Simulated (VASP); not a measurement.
## Sr: single point with PBE

Sr:

```
CELL_PARAMETERS angstrom
4.31000 0.00000 0.00000
-2.15500 3.73257 0.00000
0.00000 0.00000 7.05000
ATOMIC_POSITIONS crystal
Sr 0.33333 0.66667 0.25000
Sr 0.66667 0.33333 0.75000
```

This isn't the form of Sr at room conditions, which is fcc.

* Program: VASP 6.6.1
* Task: single point
* Functional: PBE
* Potentials or basis: VASP PAW PBE potentials, release 64 (Sr_sv)
* Cutoff: 520 eV
* k mesh: 9 × 9 × 5
* Occupations: fermi-dirac, width 0.03 eV
* Spin: no spin polarisation

The pressure is -0.2 GPa and the band gap on the k mesh is none (metal or under the smearing width).

Stress tensor (GPa, compression positive):
```
-0.29  0.00  0.00
 0.00 -0.29  0.00
 0.00  0.00 -0.17
```

Levels at points of the mesh, in eV from the Fermi level:
```tsv
k point	band 6	band 7	band 8	band 9	band 10	band 11	band 12	band 13	band 14	band 15
(0.00, 0.00, 0.00)	-18.59	-18.59	-18.59	-3.62	-1.14	0.00	2.25	2.25	2.25	2.64
```

It took 34 s on 1 thread of Intel(R) Xeon(R) 6975P-C (Granite Rapids) (shared host), peak memory 0.25 GiB.
